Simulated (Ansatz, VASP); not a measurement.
**C: VASP beside Ansatz**

INCAR

```
SYSTEM = C
ALGO     = Normal         ! electronic algorithm
EDIFF    = 1E-7           ! SCF threshold, eV
ENCUT    = 520            ! plane-wave cutoff, eV
GGA      = PE             ! functional
ISIF     = 2              ! what is computed and relaxed
ISMEAR   = 0              ! smearing method
LASPH    = .TRUE.         ! aspherical terms in the spheres
LCHARG   = .TRUE.         ! write CHGCAR
LELF     = .TRUE.         ! ELF
LREAL    = Auto         
LVHAR    = .TRUE.       
LWAVE    = .FALSE.        ! write WAVECAR
NBANDS   = 46             ! bands
NELM     = 100            ! most SCF steps
PREC     = Accurate       ! precision mode
SIGMA    = 0.1            ! smearing width, eV
```

The input KPOINTS:

```
k-points
0
G
  9 9 1
  0 0 0
```

POSCAR

```
C
1.0
    2.5138686042      0.0000000000      0.0000000000
   -1.2569343021      2.1770740730      0.0000000000
    0.0000000000      0.0000000000     16.5031838100
C
16
Direct
    0.0000000000      0.0000000000      0.9532899300
    0.6666666700      0.3333333300      0.2974096400
    0.3333333300      0.6666666700      0.7974096400
    0.6666666700      0.3333333300      0.2025903600
    0.3333333300      0.6666666700      0.0778874800
    0.3333333300      0.6666666700      0.3287820000
    0.3333333300      0.6666666700      0.4221125200
    0.6666666700      0.3333333300      0.6712180000
    0.3333333300      0.6666666700      0.7025903600
    0.0000000000      0.0000000000      0.4532899300
    0.0000000000      0.0000000000      0.0467100700
    0.3333333300      0.6666666700      0.1712180000
    0.6666666700      0.3333333300      0.8287820000
    0.0000000000      0.0000000000      0.5467100700
    0.6666666700      0.3333333300      0.5778874800
    0.6666666700      0.3333333300      0.9221125200
```

Input for Ansatz:

```yaml
crystal:
  lattice:
    - [2.5138686042, 0.0, 0.0]
    - [-1.2569343021, 2.177074073, 0.0]
    - [0.0, 0.0, 16.50318381]
  atoms:
    - { symbol: C, position: [0.0, 0.0, 0.95328993] }
    - { symbol: C, position: [0.66666667, 0.33333333, 0.29740964] }
    - { symbol: C, position: [0.33333333, 0.66666667, 0.79740964] }
    - { symbol: C, position: [0.66666667, 0.33333333, 0.20259036] }
    - { symbol: C, position: [0.33333333, 0.66666667, 0.07788748] }
    - { symbol: C, position: [0.33333333, 0.66666667, 0.328782] }
    - { symbol: C, position: [0.33333333, 0.66666667, 0.42211252] }
    - { symbol: C, position: [0.66666667, 0.33333333, 0.671218] }
    - { symbol: C, position: [0.33333333, 0.66666667, 0.70259036] }
    - { symbol: C, position: [0.0, 0.0, 0.45328993] }
    - { symbol: C, position: [0.0, 0.0, 0.04671007] }
    - { symbol: C, position: [0.33333333, 0.66666667, 0.171218] }
    - { symbol: C, position: [0.66666667, 0.33333333, 0.828782] }
    - { symbol: C, position: [0.0, 0.0, 0.54671007] }
    - { symbol: C, position: [0.66666667, 0.33333333, 0.57788748] }
    - { symbol: C, position: [0.66666667, 0.33333333, 0.92211252] }
basis:
  ecutwfc: 420
kpoints:
  mp_grid: { grid: [9, 9, 1] }
hamiltonian:
  xc: pbe
scf:
  occupations: { method: gaussian, width: 0.1 }
  lower_state_search: "off"
output:
  forces: true
  stress: true
  eigenvalues: true
```

Alike in both runs: task single point; functional PBE; k mesh 9 × 9 × 1; occupations gaussian, width 0.1 eV; no spin polarisation.

```csv
,VASP,Ansatz
version,VASP 6.6.1,Ansatz 0.2.0
potentials or method,"VASP PAW PBE potentials, release 64 (C)","scalar-relativistic, plane waves, PAW"
plane-wave cutoff (eV),520,420
valence electrons in the cell,64,64
```

Ansatz gave:

| Item | Value |
| --- | --- |
| gap on the k mesh at the Fermi level (eV) | 4.42 |
| least direct gap on the mesh (eV) | 5.45 |
| pressure (GPa) | 4.1 |
| largest component of the traceless stress (GPa) | 0.11 |
| rms of the force components (eV/Å) | 0.004 |

Task: Which values does VASP return?

Result: gap on the k mesh at the Fermi level (eV): 4.42; least direct gap on the mesh (eV): 5.44; pressure (GPa): 4.9; largest component of the traceless stress (GPa): 0.12; rms of the force components (eV/Å): 0.006.

Atom by atom the forces differ by 0.003 eV/Å (rms over components).

Caveats: an odd mesh through Γ misses points on the zone boundary, where band edges often lie.
